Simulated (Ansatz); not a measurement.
Crystal: SiNi.

```
Ni Si
1.0
     4.50369    0.00000    0.00000
     0.00000    4.50369    0.00000
     0.00000    0.00000    4.50369
Ni Si
4 4
Direct
  0.14950 0.14950 0.14950
  0.64950 0.35050 0.85050
  0.85050 0.64950 0.35050
  0.35050 0.85050 0.64950
  0.84683 0.84683 0.84683
  0.34683 0.65317 0.15317
  0.15317 0.34683 0.65317
  0.65317 0.15317 0.34683
```

The cell is a database's computed one.

| Quantity | Value |
| --- | --- |
| Program | Ansatz 0.2.0 |
| Task | single point |
| Functional | PBE |
| Potentials or basis | all-electron LAPW, scalar-relativistic |
| Cutoff | 287 eV (chosen from the basis error) |
| Basis error allowed | 0.001 eV/atom |
| k mesh | 6 × 6 × 6 |
| Occupations | fermi-dirac, width 0.05 eV |
| Spin | collinear spin, ferromagnetic start |
| Starting moments | [1.0, 1.0, 1.0, 1.0, 0.0, 0.0, 0.0, 0.0] μB |

On this cell: pressure 1.7 GPa; largest force 0.026 eV/Å; net moment 0.00 μB per cell; band gap on the k mesh none (metal or under the smearing width).

The same run follows on a disturbed copy (atoms moved at random, drawn with an rms of 0.05 Å):

```
Ni Si
1.0
     4.50369    0.00000    0.00000
     0.00000    4.50369    0.00000
     0.00000    0.00000    4.50369
Ni Si
4 4
Direct
  0.14452 0.15394 0.15302
  0.65771 0.35351 0.84364
  0.84568 0.65345 0.34310
  0.34388 0.85179 0.63889
  0.84108 0.84656 0.84290
  0.34286 0.64901 0.16321
  0.16102 0.34485 0.66406
  0.65234 0.15385 0.34595
```

What changes?

The energy (extrapolated to zero smearing) moves by +8.2 meV/atom; pressure 2.2 GPa; largest force 0.564 eV/Å; net moment 0.00 μB per cell; band gap on the k mesh none (metal or under the smearing width).

Forces on the atoms (eV/Å):
```
Ni   0.094 -0.251 -0.015
Ni  -0.185 -0.018  0.260
Ni   0.076 -0.193  0.258
Ni   0.104 -0.055  0.472
Si   0.179  0.118  0.028
Si   0.055  0.040 -0.560
Si  -0.330  0.255 -0.378
Si   0.006  0.104 -0.066
```

Stress tensor (GPa, compression positive):
```
 2.56  0.49 -0.47
 0.49  2.06  0.34
-0.47  0.34  1.96
```

Caveats: the starting moments weren't kept.
